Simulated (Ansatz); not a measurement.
# PbO2 (P4_2/mnm) in Ansatz: band structure with HSE06

Aim: the band structure of PbO2 with HSE06.

Program: Ansatz 0.2.0. These are calculated values, not measurements. Logs are shortened: lines on timing, memory, paths and dates and some standing lists are left out, and cuts for length are marked.

**1. The structure**

The structure is tetragonal, space group P4_2/mnm (No. 136). Conventional cell: a = 4.995 Å, b = 4.995 Å, c = 3.409 Å, α = 90.00°, β = 90.00°, γ = 90.00°. Pb (site symmetry mmm) is surrounded by 6 O at 2.17 to 2.18 Å. O (site symmetry m2m) is surrounded by 3 Pb at 2.17 to 2.18 Å.

The cell is a database's computed one.

**2. Band structure, HSE06**

input reads:

```
crystal:
  lattice:
    - [4.99495987, 0.0, 0.0]
    - [0.0, 4.99495987, 0.0]
    - [0.0, 0.0, 3.40900096]
  atoms:
    - { symbol: Pb, position: [0.5, 0.5, 0.5] }
    - { symbol: Pb, position: [0.0, 0.0, 0.0] }
    - { symbol: O, position: [0.69257104, 0.69257104, 0.0] }
    - { symbol: O, position: [0.80742896, 0.19257104, 0.5] }
    - { symbol: O, position: [0.19257104, 0.80742896, 0.5] }
    - { symbol: O, position: [0.30742896, 0.30742896, 0.0] }
hamiltonian:
  xc: hse06
  pseudopotentials: { kind: paw }
kpoints:
  mp_grid: { grid: [4, 4, 6] }
  band_path:
    path:
      - [[0.0, 0.0, 0.0], [0.0, 0.5, 0.0], [0.5, 0.5, 0.0], [0.0, 0.0, 0.0], [0.0, 0.0, 0.5], [0.0, 0.5, 0.5], [0.5, 0.5, 0.5], [0.0, 0.0, 0.5]]
      - [[0.0, 0.5, 0.0], [0.0, 0.5, 0.5]]
      - [[0.5, 0.5, 0.0], [0.5, 0.5, 0.5]]
    npoints: 4
scf:
  occupations: { method: fermi_dirac, width: 0.05 }
  n_extra_bands: 15
output:
  forces: true
  stress: true
  eigenvalues: true
  fatbands: false
```

Potentials or basis: Ansatz PAW.

The log of the run:

```text
Warning: output.stress: scf.convergence.dr2_threshold = 1e-7 eV (the SCF's general default) is looser than the 6e-10 eV advised for a printed stress (1e-10 eV for each atom of the cell: 6). What an SCF threshold leaves in a stress goes as its square root, and in the free energy as the threshold itself, and one threshold admits the most on a small cell: of the crystals measured, under no hybrid functional and no lock of the moments, on runs that ended without the residual-converged pass, on stresses that held no estimate of that error, the worst erred by over 100 MPa in a component at 1e-7 eV an atom and by under 5 at 1e-10. Set scf.convergence.dr2_threshold to 6e-10 eV or tighter. The threshold is an SCF's pass mark: one that does not reach it within its budget of iterations ends unconverged, or closes short of it on a stop that the run arms, and scf.convergence.dr2_threshold's page says what that costs each kind of run
Warning: output.stress: scf.exx.energy_threshold = 1e-6 eV is looser than the 6e-8 eV advised for a stress under a hybrid functional (1e-8 eV for each atom of the cell: 6). Every SCF of the exchange loop can meet its threshold on dr2 while the loop round them stops early: no threshold on dr2 bounds what that leaves in the stress. Set scf.exx.energy_threshold to 6e-8 eV or tighter. The threshold is the loop's pass mark: a loop that does not reach it within its budget of cycles ends unconverged, and scf.exx.energy_threshold's page has the law
scf.n_extra_bands = 15 over 26 filled bands (N_el = 52.0): the run solves 41 bands
GPUs: using 1 of 1 available (devices: 1).
Engine: ansatz 0.2.0, x86_64-unknown-linux-gnu
Pseudopotentials: kind: paw
Pseudopotential: Pb, paw, valence charge 14, recommended cutoff 420 eV (normal), Pb.paw.azcp
Pseudopotential: O, paw, valence charge 6, recommended cutoff 420 eV (normal), O.paw.azcp
Functional definition: HSE06
  parameter a = 0.25
  parameter omega = 0.11/bohr
  exchange = pbe_x - a*pbe_x_sr(omega) + a*exact_x_sr(omega)
  correlation = pbe_c
device memory: the entry about to start is reckoned to put 1.2 GiB on a device that reports 44.3 GiB free (of which the cap on the GPU budget leaves the run 18.0 GiB)
GPU FFT provider: cuFFT
GPU libraries: cuBLAS 13.8.2, cuFFT 12.4.0, cuSOLVER 12.3.4
Crystal: 6 atoms, lattice volume = 85.053 Å³
Basis set: ecut = 420 eV, 1663 PW (Γ), exchange–correlation on 72×72×48 points (8 copies of the dense FFT grid, shifted against one another)
Bands: 41, of which v1, the nominal top of the filled ones, is band 26 counted from 1 (25 counted from 0)
Symmetry: 16 space group operations
Space group: P42/mnm (ITA 136), of the structure as read, at distance tolerance 4.4e-5 Å
k-points: 24 of 96
Non-local potential: Pb, projectors of the file, l = 0: 2, l = 1: 2, l = 2: 2, l = 3: 2
Non-local potential: O, projectors of the file, l = 0: 2, l = 1: 2, l = 2: 1
PAW form: soft (Blöchl's): semilocal exchange-correlation on the pseudo side does not see the compensation charge
PAW frozen core: Pb, regenerated for the run's functional, and the local potential with it (the file was generated under x = pbe(κ = 0.804, μ = 0.2195149727645171), c = pbe(β = 0.06672455060314922))
PAW frozen core: O, regenerated for the run's functional, and the local potential with it (the file was generated under x = pbe(κ = 0.804, μ = 0.2195149727645171), c = pbe(β = 0.06672455060314922))
PAW one-centre angular grid: Pb, 590 points (default); XC on 64 Gauss nodes
PAW one-centre angular grid: O, 110 points (default); XC on 96 Gauss nodes
Initial density: superposition of atomic densities (neutral atoms: chi_scale 0, normalization atom), corrected by the library's trained network
Initial wavefunctions: pseudopotential atomic-orbital guess
GPU buffer pool allocated for 31104 grid points (all kernels)
GPU transforms: local potential and band sums: pruned to the plane-wave sphere, on 36×36×24
Functional: x = pbe(κ = 0.804, μ = 0.2195149727645171), c = pbe(β = 0.06672455060314922), warm-up for x = pbe(κ = 0.804, μ = 0.2195149727645171) + 0.25 (exact − pbe) at short range (hse, ω = 0.20786987370883472 Å⁻¹), c = pbe(β = 0.06672455060314922); HSE06 as pw.x's `hse` composes it (authors' and Libxc's form: `xc: wpbeh`)
SCF iter   1: F=—  HF=-26077.414707 eV  |F-HF|=—  |Δ(HF+E_count)|=         —  Δρ=3.60e-3  dr2=8.33e-3  ethr=1.77e-3  ⟨swp⟩=12.7  Hψ=5149  notcnv=0
preconditioner: auto → none  [insulator: Δε(μ)=0.174 eV  Ē_g=20.489 eV  σ=0.050 eV  W_gap=0.59  n_scr=18 (ndim 8)  ℏωp=29.0 eV  f_vac=0.057  D(μ)=0.24/eV (n_scr^D=0)]
SCF iter   2: F=—  HF=-26077.414837 eV  |F-HF|=—  |Δ(HF+E_count)|=   1.30e-4  Δρ=2.17e-3  dr2=2.28e-3  ethr=1.60e-5  ⟨swp⟩=4.8  Hψ=2837  notcnv=0  defer=1
SCF iter   3: F=—  HF=-26077.414516 eV  |F-HF|=—  |Δ(HF+E_count)|=   3.21e-4  Δρ=8.20e-4  dr2=2.66e-4  ethr=4.38e-6  ⟨swp⟩=3.0  Hψ=1761  notcnv=0
iter 4 solved again at ethr=2.33e-8 eV; its pass at ethr=5.12e-7 eV (dr2=1.21e-5 eV) is discarded
SCF iter   4: F=—  HF=-26077.414729 eV  |F-HF|=—  |Δ(HF+E_count)|=   2.13e-4  Δρ=1.53e-4  dr2=1.26e-5  ethr=2.33e-8  ⟨swp⟩=3.8  Hψ=3648  notcnv=0
SCF iter   5: F=—  HF=-26077.414742 eV  |F-HF|=—  |Δ(HF+E_count)|=   1.35e-5  Δρ=3.13e-5  dr2=4.84e-7  ethr=2.33e-8  ⟨swp⟩=3.0  Hψ=1861  notcnv=0
SCF iter   6: F=—  HF=-26077.414743 eV  |F-HF|=—  |Δ(HF+E_count)|=   1.07e-6  Δρ=4.50e-6  dr2=1.14e-8  ethr=9.31e-10  ⟨swp⟩=3.6  Hψ=2097  notcnv=0
SCF iter   7: F=-26077.414743 eV  HF=-26077.414743 eV  |F-HF|=7.28e-10  |Δ(HF+E_count)|=   1.33e-8  Δρ=1.27e-6  dr2=7.45e-10  ethr=2.19e-11  ⟨swp⟩=4.0  Hψ=2106  notcnv=0
SCF 1 converged in 7 iterations: F = -26077.414743 eV  dr2 = 7.45e-10
device memory: the entry about to start is reckoned to put 1.8 GiB (of the 1.9 GiB reckoned in all, the device holds 0.1 GiB already) on a device that reports 43.6 GiB free (of which the cap on the GPU budget leaves the run 17.9 GiB)
GPU FFT provider: cuFFT
GPU libraries: cuBLAS 13.8.2, cuFFT 12.4.0, cuSOLVER 12.3.4
Initial density: handed on by an earlier stage of this run
Initial wavefunctions: those handed on with the density
GPU buffer pool allocated for 31104 grid points (all kernels)
GPU transforms: local potential and band sums: pruned to the plane-wave sphere, on 36×36×24
Functional: x = pbe(κ = 0.804, μ = 0.2195149727645171) + 0.25 (exact − pbe) at short range (hse, ω = 0.20786987370883472 Å⁻¹), c = pbe(β = 0.06672455060314922); HSE06 as pw.x's `hse` composes it (authors' and Libxc's form: `xc: wpbeh`)
Exchange kernel: α = 0.2500, screened, ω = 0.2079 Å⁻¹, Wigner–Seitz truncation, v(0) = 1045.4405 eV·Å³, q-mesh 4×4×6, nearest image of the exchange supercell L = 19.98 Å, pair-density grid 24×24×18, without the augmentation charges, whose exchange is taken in its separable form by FFT convolution over the k-point mesh (sized by the pseudopotential files, 36×36×24 at the most), smooth part of the exact exchange by density-matrix convolution in up to 3.67 GiB of GPU memory as planned if the GPU has room (build and FFT work areas not counted)
Frozen-core exchange: fock
iter 1 solved again at ethr=1.40e-4 eV; its pass at ethr=1.00e-1 eV (dr2=7.29e-2 eV) is discarded
SCF iter   1: F=—  HF=-26083.243926 eV  |F-HF|=—  |Δ(HF+E_count)|=         —  Δρ=1.17e-2  dr2=7.70e-2  ethr=1.40e-4  ⟨swp⟩=5.2  Hψ=5004  notcnv=0
preconditioner: auto → none  [insulator: Δε(μ)=1.595 eV  Ē_g=22.943 eV  σ=0.050 eV  W_gap=0.82  n_scr=18 (ndim 8)  ℏωp=29.0 eV  f_vac=0.052  D(μ)=0.36/eV (n_scr^D=0)]
SCF iter   2: F=—  HF=-26083.225909 eV  |F-HF|=—  |Δ(HF+E_count)|=   1.80e-2  Δρ=6.63e-3  dr2=2.07e-2  ethr=1.35e-4  ⟨swp⟩=2.0  Hψ=1956  notcnv=0
SCF iter   3: F=—  HF=-26083.223614 eV  |F-HF|=—  |Δ(HF+E_count)|=   2.29e-3  Δρ=2.59e-3  dr2=1.08e-2  ethr=2.63e-5  ⟨swp⟩=3.6  Hψ=2604  notcnv=0
SCF iter   4: F=—  HF=-26083.252429 eV  |F-HF|=—  |Δ(HF+E_count)|=   2.88e-2  Δρ=1.70e-3  dr2=2.44e-3  ethr=1.11e-5  ⟨swp⟩=4.2  Hψ=2768  notcnv=0  defer=1
SCF iter   5: F=—  HF=-26083.251861 eV  |F-HF|=—  |Δ(HF+E_count)|=   5.68e-4  Δρ=1.42e-4  dr2=4.22e-5  ethr=4.01e-6  ⟨swp⟩=2.4  Hψ=1627  notcnv=0
SCF iter   6: F=—  HF=-26083.252395 eV  |F-HF|=—  |Δ(HF+E_count)|=   5.34e-4  Δρ=3.91e-4  dr2=7.50e-5  ethr=9.74e-9  ⟨swp⟩=5.3  Hψ=4152  notcnv=0  defer=1
SCF iter   7: F=-26083.252375 eV  HF=-26083.252375 eV  |F-HF|=5.62e-8  |Δ(HF+E_count)|=   2.01e-5  Δρ=2.41e-5  dr2=5.65e-7  ethr=9.74e-9  ⟨swp⟩=4.4  Hψ=2483  notcnv=0
SCF 2 stopped early in 7 iterations: F = -26083.252375 eV  dr2 = 5.65e-7
  Residual-converged pass: ⟨swp⟩=4.0  Hψ=2280  notcnv=0  max |occ|·‖R‖ = 6.4e-6 eV (tolerance 6.7e-6 eV)  dr2=5.64e-7  dr2_onsite=4.72e-8  max |Δocc| = 1.0e-10
hybrid outer 1: dexx = +3.427e-2 eV, tail = 4.60e-5 eV
GPU FFT provider: cuFFT
GPU libraries: cuBLAS 13.8.2, cuFFT 12.4.0, cuSOLVER 12.3.4
GPU buffer pool allocated for 31104 grid points (all kernels)
GPU transforms: local potential and band sums: pruned to the plane-wave sphere, on 36×36×24
Exchange kernel: α = 0.2500, screened, ω = 0.2079 Å⁻¹, Wigner–Seitz truncation, v(0) = 1045.4405 eV·Å³, q-mesh 4×4×6, nearest image of the exchange supercell L = 19.98 Å, pair-density grid 24×24×18, without the augmentation charges, whose exchange is taken in its separable form by FFT convolution over the k-point mesh (sized by the pseudopotential files, 36×36×24 at the most), smooth part of the exact exchange by density-matrix convolution in up to 3.67 GiB of GPU memory as planned if the GPU has room (build and FFT work areas not counted)
Frozen-core exchange: fock
SCF iter   1: F=—  HF=-26083.252126 eV  |F-HF|=—  |Δ(HF+E_count)|=         —  Δρ=4.28e-5  dr2=9.47e-7  ethr=4.43e-7  ⟨swp⟩=4.8  Hψ=2334  notcnv=0
preconditioner: auto → none  [insulator: Δε(μ)=1.608 eV  Ē_g=22.973 eV  σ=0.050 eV  W_gap=0.82  n_scr=18 (ndim 8)  ℏωp=29.0 eV  f_vac=0.059  D(μ)=0.36/eV (n_scr^D=0)]
SCF iter   2: F=—  HF=-26083.252127 eV  |F-HF|=—  |Δ(HF+E_count)|=   7.25e-7  Δρ=2.33e-5  dr2=2.17e-7  ethr=1.69e-9  ⟨swp⟩=4.7  Hψ=2505  notcnv=0  defer=1
SCF iter   3: F=—  HF=-26083.252127 eV  |F-HF|=—  |Δ(HF+E_count)|=   3.35e-8  Δρ=7.98e-6  dr2=1.79e-8  ethr=3.72e-10  ⟨swp⟩=3.7  Hψ=1729  notcnv=0  defer=9
SCF iter   4: F=—  HF=-26083.252127 eV  |F-HF|=—  |Δ(HF+E_count)|=   5.22e-8  Δρ=2.01e-6  dr2=1.97e-9  ethr=2.87e-11  ⟨swp⟩=5.6  Hψ=3038  notcnv=0  defer=8
SCF iter   5: F=-26083.252127 eV  HF=-26083.252127 eV  |F-HF|=7.28e-12  |Δ(HF+E_count)|=  4.66e-10  Δρ=2.60e-7  dr2=4.66e-11  ethr=3.56e-12  ⟨swp⟩=3.1  Hψ=1792  notcnv=0  defer=1
SCF 3 converged in 5 iterations: F = -26083.252127 eV  dr2 = 4.66e-11
  Residual-converged pass: ⟨swp⟩=4.0  Hψ=2417  notcnv=0  max |occ|·‖R‖ = 2.6e-7 eV (tolerance 2.7e-7 eV)  dr2=5.10e-11  dr2_onsite=5.38e-12  max |Δocc| = 1.0e-12
hybrid outer 2: dexx = +4.961e-7 eV, tail = 1.12e-8 eV, Δε = 3.04e-3 eV (about 5.47e-5 eV left of the loop's levels), ΔF = 7.82e-4 eV/Å (tail 2.04e-4)
device memory: the entry about to start is reckoned to put 0.8 GiB on a device that reports 42.2 GiB free (of which the cap on the GPU budget leaves the run 18.0 GiB)
NSCF: frozen V_eff on 39 k-points, pencils in batches of 32, up to order 184
hybrid SCF converged: 2 outer / 12 inner (+7 warm-up), last move |dexx| = 4.96e-7 eV, tail = 1.12e-8 eV
Stability not checked: this state was not tested for a lower state beside it, because the functional holds exact exchange (a hybrid, or Hartree-Fock), whose exchange loop this test does not read (fock_operator; see scf.lower_state_search)
Free energy (F): -26083.252127 eV
Frozen-core exchange: fock
Harris-Foulkes:  -26083.252127 eV  (|F-HF|=7.28e-12)
Internal energy: -26083.248759 eV  (E = F + TS)
E sigma→0 (E₀):  -26083.250443 eV
Entropy (-TS):   -0.003368 eV (-0.561 meV/atom)
Fermi energy:    6.816760 eV
--- Per-component energies (eV) ---
  E_band       = -182.687493
  E_kinetic    = 1283.274829
  E_local      = -3435.872709  (includes V_loc(G=0)·N_el)
  E_nonlocal   = 900.346313
  E_hartree    = 1328.148890
  E_xc         = -578.183684
  E_vxc        = -499.909672  (∫ρ·V_xc dr)
  E_exx        = -139.924152  (= α·E_x^exact, valence–valence)
  E_paw        = -21487.689355  (= ΣΔE_a)
  E_vpaw       = -806.985412  (= ΣTr[D̂ρ^β])
  E_aug_tail   = 0.009549  (compensation charges beyond the density's cutoff)
  E_ewald      = -3953.913622
  E_core_change = 0.555184  (= ΣΔE_core)
  E_smearing   = -0.003368  (= −TS)
  E_closure    = -0.000002  (closes the sum)
  Σ components = -26083.252127   (vs F -26083.252127, Δ=0.00e0)
--- Forces (eV/Å), atoms counted from 1 ---
  atom   1  Pb     0.00000000     0.00000000     0.00000000
  atom   2  Pb     0.00000000    -0.00000000     0.00000000
  atom   3  O     -0.04511883    -0.04511883     0.00000000
  atom   4  O      0.04511883    -0.04511883     0.00000000
  atom   5  O     -0.04511883     0.04511883     0.00000000
  atom   6  O      0.04511883     0.04511883     0.00000000
  max |Σ_I F_I| component: 1.39e-17 eV/Å
--- Stress (GPa, compression-positive) ---
       -3.045622       0.000000       0.000000
        0.000000      -3.045622       0.000000
        0.000000       0.000000      -4.933969
  P = ⅓ Tr σ = -3.6751 GPa (-36.751 kbar)
--- Band table (eV; the first three rows and the last of 24) ---
  k-point 0: bands = ["-13.0551", "-12.9164", "-11.2800", "-11.2800", "-9.9467", "-9.7132", "-9.7132", "-9.6736", "-9.4794", "-9.3601", "-9.3254", "-9.2888", "-9.2888", "-7.2404", "-1.5220", "3.3547", "3.3765", "3.3765", "4.3699", "5.1058", "5.5586", "6.0765", "6.0765", "6.2985", "6.2985", "6.6271", "6.7234", "12.7205", "14.2260", "14.2260", "18.0801", "18.5076", "19.8140", "19.8140", "20.4078", "20.7116", "22.6820", "24.1170", "27.0177", "27.0177", "27.7959"]
  k-point 1: bands = ["-12.8495", "-12.7678", "-11.7283", "-11.7283", "-9.8903", "-9.5996", "-9.4606", "-9.3685", "-9.3685", "-9.3482", "-9.3274", "-9.0644", "-9.0644", "-7.4709", "-1.6196", "3.0419", "3.3245", "3.6044", "3.6044", "4.4896", "5.3757", "5.3757", "5.4556", "6.1882", "6.1882", "6.4415", "8.5944", "12.9365", "15.2320", "15.2320", "16.8830", "19.7115", "19.7115", "19.7340", "20.1825", "20.4196", "22.5536", "23.0817", "25.1219", "25.1219", "26.9829"]
  k-point 2: bands = ["-12.4325", "-12.4105", "-12.2711", "-12.2711", "-9.6648", "-9.4387", "-9.4209", "-9.4209", "-9.4154", "-9.3388", "-9.3144", "-8.1952", "-8.1952", "-8.1551", "-1.5559", "0.8251", "3.4286", "3.7598", "3.7598", "4.5418", "4.5418", "4.6877", "4.8377", "5.9615", "5.9650", "5.9650", "10.7301", "12.9134", "16.5421", "17.1259", "17.1259", "18.8964", "19.3322", "19.3322", "20.5315", "20.8183", "21.7527", "22.5396", "23.6384", "23.6384", "26.2043"]
  k-point 23: bands = ["-12.5119", "-12.5119", "-12.1740", "-12.1740", "-9.4606", "-9.4606", "-9.3565", "-9.3565", "-9.2920", "-9.2920", "-8.9864", "-8.9864", "-7.8239", "-7.8239", "-1.3195", "-1.3195", "2.6543", "2.6543", "4.9055", "4.9055", "5.0259", "5.0259", "5.9205", "5.9205", "5.9737", "5.9737", "11.0847", "11.0847", "16.7989", "16.7989", "18.5917", "18.5917", "18.6023", "18.6023", "21.7532", "21.7532", "23.6146", "23.6146", "23.9791", "23.9791", "25.4730"]
```

Wall time 82 s (1 × NVIDIA H100 80GB HBM3 with 2 threads of AMD EPYC 7R13 (Zen 3), shared host); peak memory 2.8 GiB.

What came out:

```
Free energy            : -26083.2521 eV
Pressure               : -3.7 GPa
Largest force          : 0.064 eV/Å
Band gap on the k mesh : none (metal or under the smearing width)
```

Forces on the atoms (eV/Å):
```
Pb   0.000  0.000  0.000
Pb   0.000  0.000  0.000
O   -0.045 -0.045  0.000
O    0.045 -0.045  0.000
O   -0.045  0.045  0.000
O    0.045  0.045  0.000
```

Stress tensor (GPa, compression positive):
```
-3.05  0.00  0.00
 0.00 -3.05  0.00
 0.00  0.00 -4.93
```

Levels at the corners of the path, in eV from the Fermi level:
| point | band 22 | band 23 | band 24 | band 25 | band 26 | band 27 | band 28 | band 29 | band 30 | band 31 |
| --- | --- | --- | --- | --- | --- | --- | --- | --- | --- | --- |
| Γ | -0.74 | -0.74 | -0.52 | -0.52 | -0.19 | -0.09 | 5.90 | 7.41 | 7.41 | 11.26 |
| X | -1.49 | -0.54 | -0.54 | -0.53 | -0.53 | 3.75 | 3.75 | 8.05 | 8.05 | 11.66 |
| M | -1.72 | -0.80 | -0.80 | -0.57 | -0.57 | 4.25 | 4.25 | 8.31 | 8.31 | 11.99 |
| Γ | -0.74 | -0.74 | -0.52 | -0.52 | -0.19 | -0.09 | 5.90 | 7.41 | 7.41 | 11.26 |
| Z | -1.95 | -1.45 | -1.45 | -1.11 | -1.11 | 5.33 | 5.33 | 10.64 | 10.64 | 11.57 |
| R | -1.35 | -1.07 | -1.07 | -0.08 | -0.08 | 5.67 | 5.67 | 8.95 | 8.95 | 11.86 |
| A | -1.79 | -0.90 | -0.90 | -0.84 | -0.84 | 4.27 | 4.27 | 9.98 | 9.98 | 11.77 |
| Z | -1.95 | -1.45 | -1.45 | -1.11 | -1.11 | 5.33 | 5.33 | 10.64 | 10.64 | 11.57 |
| X | -1.49 | -0.54 | -0.54 | -0.53 | -0.53 | 3.75 | 3.75 | 8.05 | 8.05 | 11.66 |
| R | -1.35 | -1.07 | -1.07 | -0.08 | -0.08 | 5.67 | 5.67 | 8.95 | 8.95 | 11.86 |
| M | -1.72 | -0.80 | -0.80 | -0.57 | -0.57 | 4.25 | 4.25 | 8.31 | 8.31 | 11.99 |
| A | -1.79 | -0.90 | -0.90 | -0.84 | -0.84 | 4.27 | 4.27 | 9.98 | 9.98 | 11.77 |

Caveat: the pressure holds a Pulay correction of +0.4 GPa for the finite cutoff; spin-orbit coupling is left out, which moves the levels of the heavy elements; the PAW data sets come from PBE, with cores solved anew for the run's functional, which leaves a small shift of forces and pressure; the thresholds are loose for stress.
